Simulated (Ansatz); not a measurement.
**CdTe under changes of volume**

One of the cells (32.922 Å³/atom); the others are scaled copies at fixed shape and fractional positions:

```
CELL_PARAMETERS angstrom
0.00000 3.20500 3.20500
3.20500 0.00000 3.20500
3.20500 3.20500 0.00000
ATOMIC_POSITIONS crystal
Te 0.75000 0.75000 0.75000
Cd 0.00000 0.00000 0.00000
```

```yaml
Program: Ansatz 0.2.0
Functional: PBE
Potentials_or_basis: PseudoDojo stringent (PBE files)
Cutoff: 1633 eV
Density_cutoff: 6531 eV
k_mesh: 7 × 7 × 7
Occupations: fermi-dirac, width 0.05 eV
Spin: no spin polarisation
```

```tsv
volume (Å³/atom)	energy over the lowest point (meV/atom)	pressure (GPa)	gap on the mesh (eV)
30.947	109.42	8.1	1.06
31.605	?	?	?
32.263	54.26	5.4	0.93
32.922	34.42	4.3	0.87
33.580	19.06	3.2	0.81
34.239	7.72	2.3	0.75
34.897	0.00	1.5	0.69
```

Q: What does the run at 31.605 Å³/atom give?

A: Energy over the lowest point 79.06 meV/atom; pressure 6.7 GPa; gap on the mesh 1.00 eV.

Worked out: A Birch-Murnaghan fit of order 3 (a polynomial in V^(-2/3)) to the other rows has no minimum within the range. It gives 79.07 meV/atom at 31.605 Å³/atom, against the run's 79.06, and -dE/dV = 6.7 GPa, against 6.7. A straight line through the other rows of the gap, of slope -3.07 eV per unit of ln V (its deformation potential), gives 0.99 eV, against the run's 1.00.

Energies are extrapolated to zero smearing.

Caveats: odd divisions of the mesh miss points on the zone boundary, where band edges often lie, so the gap on the mesh can be too wide; spin-orbit coupling is left out, which moves the levels of the heavy elements.
